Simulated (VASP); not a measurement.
# W in VASP: further runs

One slab, W, is run at these levels: PBEsol; tasks: single point, relaxation of the atoms.

All numbers are computed with VASP 6.6.1; they aren't measurements. Logs are shortened: lines on timing, memory, paths and dates and some standing lists are left out, and cuts for length are marked.

## (1) Starting point

The cell holds a slab with vacuum, 6 atoms: a = 2.732 Å, b = 2.732 Å, c = 26.155 Å, α = 90.00°, β = 90.00°, γ = 109.47°.

The slab is cut from a database's or a generator's crystal, which needn't be the stable form of the element.

## (2) Single point, PBEsol

INCAR

```
ALGO = Normal
DIPOL = 0.5 0.5 0.500
EDIFF = 1E-6
ENCUT = 520
GGA = PS
ICORELEVEL = 1
IDIPOL = 3
ISIF = 2
ISMEAR = 1
KPAR = 4
LASPH = True
LCHARG = False
LDIPOL = True
LREAL = False
LVACPOTAV = True
LVHAR = True
LWAVE = False
NELM = 80
PREC = Accurate
SIGMA = 0.1
```

KPOINTS

```
k-points
0
Gamma
  15 15 1
```

POSCAR

```
W
1.0
    2.7324954800      0.0000000000      0.0000000000
   -0.9108318300      2.5762214400      0.0000000000
    0.0000000000      0.0000000000     26.1553660800
W
6
Direct
    0.5000000000      0.5000000000      0.2867480400
    0.0000000000      0.0000000000      0.3720488200
    0.5000000000      0.5000000000      0.4573496100
    0.0000000000      0.0000000000      0.5426503900
    0.5000000000      0.5000000000      0.6279511800
    0.0000000000      0.0000000000      0.7132519600
```

Potentials or basis: VASP PAW PBE potentials, release 64 (W_sv).

Run with:

```console
$ cat potpaw_PBE.64/W_sv/POTCAR > POTCAR
$ mpirun -np 4 vasp_std > vasp.out
```

OUTCAR:

```text
EDIFF = 1E-6
   ENCUT = 520
   GGA = PS
   ISIF = 2
   ISMEAR = 1
   LASPH = True
   LREAL = False
   NELM = 80
   PREC = Accurate

 ion  position               nearest neighbor table
   1  0.500  0.500  0.287-   2 2.73   2 2.73   2 3.16   2 3.16
   2  0.000  0.000  0.372-   1 2.73   1 2.73   3 2.73   3 2.73   1 3.16   1 3.16   3 3.16   3 3.16

   3  0.500  0.500  0.457-   4 2.73   4 2.73   2 2.73   2 2.73   4 3.16   4 3.16   2 3.16   2 3.16

   4  0.000  0.000  0.543-   3 2.73   3 2.73   5 2.73   5 2.73   3 3.16   3 3.16   5 3.16   5 3.16

   5  0.500  0.500  0.628-   6 2.73   6 2.73   4 2.73   4 2.73   6 3.16   6 3.16   4 3.16   4 3.16

   6  0.000  0.000  0.713-   5 2.73   5 2.73   5 3.16   5 3.16

  LATTYP: Found a base centered orthorhombic cell.
 ALAT       =     3.1552139962
 B/A-ratio  =     1.4142135649
 C/A-ratio  =     8.2895696177

  Lattice vectors:

 A1 = (   2.7324954800,   0.0000000000,   0.0000000000)
 A2 = (  -0.9108318300,   2.5762214400,   0.0000000000)
 A3 = (   0.0000000000,   0.0000000000,  26.1553660800)

Analysis of symmetry for initial positions (statically):
=====================================================================
 Subroutine PRICEL returns:
 Original cell was already a primitive cell.

 Routine SETGRP: Setting up the symmetry group for a
 base centered orthorhombic supercell.

 Subroutine GETGRP returns: Found  8 space group operations
 (whereof  4 operations were pure point group operations)
 out of a pool of  8 trial point group operations.

The static configuration has the point symmetry C_2v.
 The point group associated with its full space group is D_2h.

Analysis of symmetry for dynamics (positions and initial velocities):
=====================================================================
 Subroutine PRICEL returns:
 Original cell was already a primitive cell.

 Routine SETGRP: Setting up the symmetry group for a
 base centered orthorhombic supercell.

 Subroutine GETGRP returns: Found  8 space group operations
 (whereof  4 operations were pure point group operations)
 out of a pool of  8 trial point group operations.

The dynamic configuration has the point symmetry C_2v.
 The point group associated with its full space group is D_2h.

 Subroutine INISYM returns: Found  8 space group operations
 (whereof  4 operations are pure point group operations),
 and found     1 'primitive' translations

[... 117 lines left out ...]
   ISMEAR =     1;   SIGMA  =   0.10  broadening in eV -4-tet -1-fermi 0-gaus
   EFERMI_NEDOS =   21; number of points for ismear=-14 and -15
   IALGO  =     38    algorithm
   IMIX   =      4    mixing-type and parameters
     AMIX     =   0.40;   BMIX     =  1.00
     AMIX_MAG =   1.60;   BMIX_MAG =  1.00
  volume/ion in A,a.u.               =      30.69       207.09
  Fermi-wavevector in a.u.,A,eV,Ry     =   1.260279  2.381582 21.610184  1.588304
  Thomas-Fermi vector in A             =   2.393797
   LORBIT       =      0    0 simple, 1 ext, 2 COOP (PROOUT), +10 PAW based schemes
   GGA     = PS    functional components
   LHFCALC =     F    Hartree Fock is set to
   AEXX    =    0.0000 exact exchange contribution
   IVDW    =     0    specifies the selected vdW correction
   LEPSILON=     F    determine dielectric tensor
   LRPA    =     F    only Hartree local field effects (RPA)
 non-spin polarized calculation
 Methfessel and Paxton  Order N= 1 SIGMA  =   0.10
  energy-cutoff  :      520.00
  volume of cell :      184.12
 maximum number of plane-waves:      5020
   NGX = 11   NGY = 11   NGZ = 97

 number of electron      84.0000024 magnetization

 dipolmoment           0.000000      0.000000     -0.000000 electrons x Angstroem

 Free energy of the ion-electron system (eV)
  ---------------------------------------------------
  ext. energy  EPLUGINS =         0.00000000
  ---------------------------------------------------
  free energy    TOTEN  =       -79.61225159 eV

  energy without entropy =      -79.61153316  energy(sigma->0) =      -79.61201211

 the core state eigenenergies are
   1-  1s -69459.6162  2s -11980.1400  2p -10473.7481  3s  -2752.7222  3p  -2306.8355
       3d  -1794.7977  4s   -561.1521  4p   -414.9363  4d   -229.8134  4f    -24.7029

   2-  1s -69459.5255  2s -11980.0839  2p -10473.6889  3s  -2752.6902  3p  -2306.8035
       3d  -1794.7639  4s   -561.1559  4p   -414.9439  4d   -229.8262  4f    -24.7317
[... 10 lines left out ...]
   6-  1s -69459.6162  2s -11980.1400  2p -10473.7481  3s  -2752.7222  3p  -2306.8355
       3d  -1794.7977  4s   -561.1521  4p   -414.9363  4d   -229.8134  4f    -24.7029

 E-fermi :   3.5060     XC(G=0):  -7.9079

 val. band max:        3.4974642489   @ k =   0.0667   0.0667   0.0000
 cond. band min:       3.5088322385   @ k =  -0.3333   0.2667   0.0000
 fundamental gap:      0.0113679896
 Fermi energy:         3.5059753061

 k-point     1 :       0.0000    0.0000    0.0000
  band No.  band energies     occupation
      1     -70.6769      2.00000
      2     -70.6609      2.00000
      3     -70.6091      2.00000
      4     -70.5568      2.00000
      5     -70.5218      2.00000
      6     -70.5200      2.00000
[... 1261 lines left out ...]
     49       5.8669      0.00000
     50       6.2313      0.00000

 [... further k-points ...]

------------------------ aborting loop because EDIFF is reached ----------------------------------------

  FORCE on cell =-STRESS in cart. coord.  units (eV):
  Direction    XX          YY          ZZ          XY          YZ          ZX
  --------------------------------------------------------------------------------------
  -------------------------------------------------------------------------------------
  Total       -5.1558253     -5.4690956     -3.3341511     -0.4430311      0.0000000      0.0000000
  in kB      -44.8647583    -47.5907611    -29.0129851     -3.8551503      0.0000000      0.0000000
  external PRESSURE =     -40.4895015 kB  Pullay stress =       0.0000000 kB

 VOLUME and BASIS-vectors are now :
 -----------------------------------------------------------------------------
  energy-cutoff  :      520.00
  volume of cell :      184.12
      direct lattice vectors                 reciprocal lattice vectors
     2.732495480  0.000000000  0.000000000     0.365965839  0.129388464  0.000000000
    -0.910831830  2.576221440  0.000000000     0.000000000  0.388165390  0.000000000
     0.000000000  0.000000000 26.155366080     0.000000000  0.000000000  0.038233072

 POSITION                                       TOTAL-FORCE (eV/Angst)
 -----------------------------------------------------------------------------------
      0.91083      1.28811      7.50000        -0.000000      0.000000      0.695098
      0.00000      0.00000      9.73107        -0.000000      0.000000     -0.680971
      0.91083      1.28811     11.96215        -0.000000      0.000000      0.030249
      0.00000      0.00000     14.19322        -0.000000      0.000000     -0.030249
      0.91083      1.28811     16.42429         0.000000      0.000000      0.680971
      0.00000      0.00000     18.65537        -0.000000      0.000000     -0.695098
 -----------------------------------------------------------------------------------
    total drift:                                0.000000      0.000000     -0.000000

  FREE ENERGIE OF THE ION-ELECTRON SYSTEM (eV)
  ---------------------------------------------------
  free  energy   TOTEN  =       -79.6122515915 eV

  energy  without entropy=      -79.6115331559  energy(sigma->0) =      -79.61201211

 vacuum level on the upper side and lower side of the slab         8.483         8.483
```

It took 5.4 min on 4 MPI ranks of Intel Xeon Platinum 8259CL at 2.50GHz (Skylake/Cascade Lake), shared host; peak memory 0.53 GiB.

Results:

| Property | Result |
| --- | --- |
| Free energy | -79.6123 eV |
| Largest force | 0.695 eV/Å |
| Band gap on the k mesh | none (metal or under the smearing width) |
| Work function of the upper face | 4.98 eV |
| Work function of the lower face | 4.98 eV |

Forces in eV/Å, atoms in the order of the input:
```
W    0.000  0.000  0.695
W    0.000  0.000 -0.681
W    0.000  0.000  0.030
W    0.000  0.000 -0.030
W    0.000  0.000  0.681
W    0.000  0.000 -0.695
```

Core levels (eV, on the scale of the bands):
```tsv
atom	levels
1 W	1s -69459.6, 2s -11980.1, 2p -10473.7, 3s -2752.7, 3p -2306.8, 3d -1794.8, 4s -561.2, 4p -414.9, 4d -229.8, 4f -24.7
2 W	1s -69459.5, 2s -11980.1, 2p -10473.7, 3s -2752.7, 3p -2306.8, 3d -1794.8, 4s -561.2, 4p -414.9, 4d -229.8, 4f -24.7
3 W	1s -69459.5, 2s -11980.0, 2p -10473.6, 3s -2752.6, 3p -2306.8, 3d -1794.7, 4s -561.1, 4p -414.9, 4d -229.8, 4f -24.7
4 W	1s -69459.5, 2s -11980.0, 2p -10473.6, 3s -2752.6, 3p -2306.8, 3d -1794.7, 4s -561.1, 4p -414.9, 4d -229.8, 4f -24.7
5 W	1s -69459.5, 2s -11980.1, 2p -10473.7, 3s -2752.7, 3p -2306.8, 3d -1794.8, 4s -561.2, 4p -414.9, 4d -229.8, 4f -24.7
6 W	1s -69459.6, 2s -11980.1, 2p -10473.7, 3s -2752.7, 3p -2306.8, 3d -1794.8, 4s -561.2, 4p -414.9, 4d -229.8, 4f -24.7
```

Caveat: the PAW data sets were made with another functional, which shifts forces and pressure a little.

## (3) Relaxation of the atoms, PBEsol

INCAR

```
PREC = Accurate
ENCUT = 520
EDIFF = 1E-6
ISMEAR = 1
SIGMA = 0.1
LREAL = False
LASPH = True
NELM = 80
ALGO = Normal
ISIF = 2
LWAVE = False
LCHARG = False
LDIPOL = True
IDIPOL = 3
DIPOL = 0.5 0.5 0.500
GGA = PS
IBRION = 2
NSW = 80
EDIFFG = -0.02
KPAR = 4
```

KPOINTS

```
Automatic mesh
0
Gamma
  15 15 1
```

POSCAR is that of step 2.

Potentials or basis: VASP PAW PBE potentials, release 64 (W_sv).

Run with:

```console
$ cat potpaw_PBE.64/W_sv/POTCAR > POTCAR
$ mpirun -np 4 vasp_std > vasp.out
```

Run time: 22 min. Hardware: 4 MPI ranks of Intel Xeon Platinum 8259CL at 2.50GHz (Skylake/Cascade Lake), shared host; peak memory 0.55 GiB.

It converged, with:

```
Free energy                  : -79.6704 eV
Energy gained by relaxing    : 9.7 meV/atom
Ionic steps                  : 12
Largest force after relaxing : 0.016 eV/Å
Band gap on the k mesh       : none (metal or under the smearing width)
```

Forces in eV/Å, atoms in the order of the input:
```
W    0.000  0.000 -0.011
W    0.000  0.000  0.009
W    0.000  0.000  0.016
W    0.000  0.000 -0.016
W    0.000  0.000 -0.009
W    0.000  0.000  0.011
```

Step by step:
```csv
step,energy change (eV),largest force (eV/Å),pressure (GPa)
1,0.0000,0.6951,-4.05
2,-0.0466,0.2697,-3.12
3,-0.0466,0.2699,-3.12
4,-0.0521,0.0995,-2.85
5,-0.0521,0.1000,-2.85
6,-0.0539,0.0753,-2.73
7,-0.0572,0.0680,-2.39
8,-0.0540,0.2346,-1.68
9,-0.0576,0.0808,-2.21
10,-0.0571,0.1399,-1.87
11,-0.0581,0.0285,-2.07
12,-0.0582,0.0157,-2.01
```

Final structure:
```cif
data_structure
_symmetry_space_group_name_H-M 'P 1'
_symmetry_Int_Tables_number 1
_cell_length_a 2.7325
_cell_length_b 2.7325
_cell_length_c 26.1554
_cell_angle_alpha 90.000
_cell_angle_beta 90.000
_cell_angle_gamma 109.471
_cell_volume 184.12
loop_
_atom_site_label
_atom_site_type_symbol
_atom_site_fract_x
_atom_site_fract_y
_atom_site_fract_z
_atom_site_occupancy
W1 W 0.50000 0.50000 0.28976 1
W2 W 0.00000 0.00000 0.37195 1
W3 W 0.50000 0.50000 0.45735 1
W4 W 0.00000 0.00000 0.54265 1
W5 W 0.50000 0.50000 0.62805 1
W6 W 0.00000 0.00000 0.71024 1
```

Levels at points of the mesh, in eV from the Fermi level:
```
           k point  band 38  band 39  band 40  band 41  band 42  band 43  band 44  band 45  band 46  band 47
(0.00, 0.00, 0.00)    -1.34    -1.25    -1.23    -1.14    -1.10    -0.42     0.09     0.71     0.90     1.60
```

Caveat: the PAW data sets were made with another functional, which shifts forces and pressure a little.

[end of part 1 of 2]
